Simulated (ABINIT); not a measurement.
Crystal: Te.

```xyz
3
Lattice="4.4540 0.0000 0.0000 -2.2270 3.8573 0.0000 0.0000 0.0000 5.9240" Properties=species:S:1:pos:R:3 pbc="T T T"
Te    1.6279    2.8197    0.0000
Te   -0.5991    1.0376    3.9493
Te    1.1981    0.0000    1.9747
```

* Program: ABINIT 10.8.3 (patched build)
* Task: single point
* Functional: PBE
* Potentials or basis: JTH PAW PBE v2.0
* Cutoff: 408 eV
* k mesh: 7 × 7 × 5
* Occupations: fermi-dirac, width 0.05 eV
* Spin: no spin polarisation

On this cell: pressure 1.5 GPa; largest force 0.223 eV/Å; band gap on the k mesh 0.62 eV, indirect (least direct gap 0.80 eV).

The same run follows on a disturbed copy (atoms moved at random, drawn with an rms of 0.05 Å):

```xyz
3
Lattice="4.4540 0.0000 0.0000 -2.2270 3.8573 0.0000 0.0000 0.0000 5.9240" Properties=species:S:1:pos:R:3 pbc="T T T"
Te    1.6178    2.8015   -0.0059
Te   -0.5910    1.0740    3.9915
Te    1.1950    0.0424    1.9730
```

**Question.** What does the disturbed cell give?

**Answer.** The energy moves by -0.5 meV/atom; pressure 1.1 GPa; largest force 0.248 eV/Å; band gap on the k mesh 0.48 eV, indirect (least direct gap 0.72 eV).

Forces in eV/Å, atoms in the order of the input:
```
Te  -0.063 -0.055  0.130
Te  -0.101  0.120 -0.193
Te   0.164 -0.065  0.063
```

Stress tensor (GPa, compression positive):
```
 1.01 -0.10 -0.05
-0.10  0.98 -0.15
-0.05 -0.15  1.35
```

Caveats: spin-orbit coupling is left out, which moves the levels of the heavy elements; an odd mesh through Γ misses points on the zone boundary, where band edges often lie.
